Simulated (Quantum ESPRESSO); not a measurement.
The system is NbAs.

```
CELL_PARAMETERS angstrom
-1.72585 1.72585 5.84000
1.72585 -1.72585 5.84000
1.72585 1.72585 -5.84000
ATOMIC_POSITIONS crystal
Nb 0.50000 0.00000 0.50000
Nb 0.75000 0.75000 0.00000
As 0.91600 0.41600 0.50000
As 0.16600 0.16600 0.00000
```

Base run:

- Program: Quantum ESPRESSO 7.5
- Functional: PBEsol
- Potentials or basis: GBRV 1.5 PBEsol
- Cutoff: 612 eV
- Density cutoff: 4898 eV
- k mesh: 11 × 11 × 11
- Occupations: fermi-dirac, width 0.05 eV
- Spin: no spin polarisation

Its results: band gap on the k mesh none (metal or under the smearing width); pressure -1.9 GPa; largest force 0.290 eV/Å.

Q: The run is repeated on the same cell with these changes: functional from PBEsol to PBE; potentials or basis from GBRV 1.5 PBEsol to SSSP 1.3 efficiency PBE; cutoff from 612 eV to 748 eV; density cutoff from 4898 eV to 5987 eV. What comes out?

A: Band gap on the k mesh 0.03 eV, indirect (least direct gap 0.08 eV); pressure 3.7 GPa; largest force 0.295 eV/Å.

Caveats: an odd mesh through Γ misses points on the zone boundary, where band edges often lie (some runs).
